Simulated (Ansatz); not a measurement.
Cubic perovskite BaSnO3, treated with LDA (Ansatz, a first-principles code, PAW).

Run with plane-wave cutoff 520 eV, 8×8×8 k mesh, Fermi–Dirac smearing 0.01 eV, scalar-relativistic PAW data made under PBE.

A third-order Birch–Murnaghan fit to the energies gives V0 = 13.613 Å³/atom, B0 = 166 GPa, B′ = 4.9.

| V (Å³/atom) | P (GPa) |
|---|---|
| 12.797 | 11.89 |
| 13.070 | 7.46 |
| 13.342 | 3.50 |
| 13.614 | -0.01 |
| 13.887 | -3.14 |
| 14.159 | [?] |
| 14.431 | [?] |

Estimate the withheld pressures from this fit; the answers are the runs' own values.


- 14.159, P (GPa): -5.92
- 14.431, P (GPa): -8.38

The formula P = (3/2) B0 (x^(7/3) − x^(5/3)) [1 + (3/4)(B′ − 4)(x^(2/3) − 1)] with x = V0/V meets the computed pressures within 0.06 GPa when these rounded values are put in.

Measured, for comparison: equilibrium volume per atom 13.95 Å³/atom (temperature not stated, not corrected to a static lattice; as tabulated in Lee et al. (2017), arXiv:1707.09778). Computed (rounded) less measured: equilibrium volume per atom -2.4 %.

Spin–orbit coupling is not included.

Computing time: very roughly 60 core-seconds.
